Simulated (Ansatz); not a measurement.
A 3-atom cell of CaF2 started from a crystallographic database: a zone-centre phonon calculation by perturbation theory in Ansatz 0.2.0 (PBEsol). Cell and atoms come from a relaxation with PBEsol.

```yaml
crystal:
  lattice:
    - [0.0, 2.7104105927, 2.7104105927]
    - [2.7104105927, 0.0, 2.7104105927]
    - [2.7104105927, 2.7104105927, 0.0]
  atoms:
    - { symbol: Ca, position: [0.0, 0.0, 0.0] }
    - { symbol: F, position: [0.25, 0.25, 0.25] }
    - { symbol: F, position: [0.75, 0.75, 0.75] }
kpoints:
  mp_grid: { grid: [6, 6, 6] }
hamiltonian:
  xc: pbesol
scf:
  occupations: { method: fixed }
phonons:
  method: dfpt
  dielectric: true
  qpoints: [[0, 0, 0]]
  rigid_motions: translations
```

In the abridged output below, numbers in square brackets stand for lines, or ends of lines, that were taken out.
```
Pseudopotential: Ca, paw, valence charge 10, recommended cutoff 420 eV (normal)
Pseudopotential: F, paw, valence charge 7, recommended cutoff 420 eV (normal)
Functional definition: PBEsol
Crystal: 3 atoms, lattice volume = 39.823 Å³
Basis set: ecut = 420 eV, 749 PW (Γ)
Bands: 16, of which v1, the nominal top of the filled ones, is band 12 counted from 1 (11 counted from 0)
Symmetry: 48 space group operations
k-points: 46 of 216 (irreducible under 4 space group operations, time reversal used)
SCF 1 converged in 7 iterations: F = -3400.887395 eV  dr2 = 1.48e-11
Free energy (F): -3400.887395 eV
Fermi energy:    3.431879 eV
--- Band table (eV; the first three rows and the last of 46) ---
  k-point 0: bands = […, 1.2221, 1.2221, 1.2221, 3.1710, 3.1710, 3.1710, 10.6785, 12.6473, 12.6473, 14.8399]
  k-point 1: bands = […, 1.3492, 1.3492, 1.4529, 2.8565, 3.0420, 3.0420, 11.3645, 12.7086, 12.7086, 14.5871]
  k-point 2: bands = […, 1.6467, 1.6467, 1.9014, 2.3441, 2.7562, 2.7562, 12.5976, 12.8269, 12.8269, 14.3382]
  k-point 45: bands = […, 1.2555, 1.2920, 2.2201, 2.3968, 3.0822, 3.1337, 11.9763, 13.1649, 13.4400, 13.6691]
--- Phonons (Γ-DFPT): 2 representative perturbations + reference, on 46 of 216 k-points ---
[1]
  ε∞ (high-frequency dielectric tensor):
[2]
  ε⁰ (static dielectric tensor: ions relaxed, cell fixed):
        8.093462     0.000000     0.000000
        0.000000     8.093462     0.000000
        0.000000     0.000000     8.093462
  ε⁰ − ε∞ (ionic part):
[3]
  Born effective charges Z* (e; rows j = field, columns β = displacement):
    site 0:
         2.37511    0.00000    0.00000
         0.00000    2.37511    0.00000
         0.00000    0.00000    2.37511
    site 1:
        -1.18755    0.00000    0.00000
         0.00000   -1.18755    0.00000
         0.00000    0.00000   -1.18755
    site 2:
        -1.18755    0.00000    0.00000
         0.00000   -1.18755    0.00000
         0.00000    0.00000   -1.18755
  optical modes at Γ without the LO–TO term, one row a degenerate level:
      ω (cm⁻¹)  modes    IR ((D/Å)²/amu)
[4]
  optical modes at Γ + LO–TO along q̂ = [1.0000, 0.0000, 0.0000]:
      ω (cm⁻¹)  modes    IR ((D/Å)²/amu)
[5]
  optical modes at Γ + LO–TO along q̂ = [0.0000, 1.0000, 0.0000]: as above
  optical modes at Γ + LO–TO along q̂ = [0.0000, 0.0000, 1.0000]: as above
```

Q: Fill in the blanks. They hold the frequencies, ε∞ (with the ionic part, where printed).

A:
```
[1]
  Γ frequencies (cm⁻¹): 0.00 0.00 0.00 248.88 248.88 248.88 318.77 318.77 318.77
[2]
        2.323849     0.000000     0.000000
        0.000000     2.323849     0.000000
        0.000000     0.000000     2.323849
[3]
        5.769614     0.000000     0.000000
        0.000000     5.769614     0.000000
        0.000000     0.000000     5.769614
[4]
        248.88      3            20.0174
        318.77      3             0.0000
[5]
        248.88      2            13.3449
        318.77      3             0.0000
        464.46      1             6.6725
```

Command: `ansatz run input.yaml --threads 2 --pin off --max-ram 2211MiB --backend cpu --events-out ev --progress --plain --runs-dir out`.

Calculated for a static, non-magnetic cell.
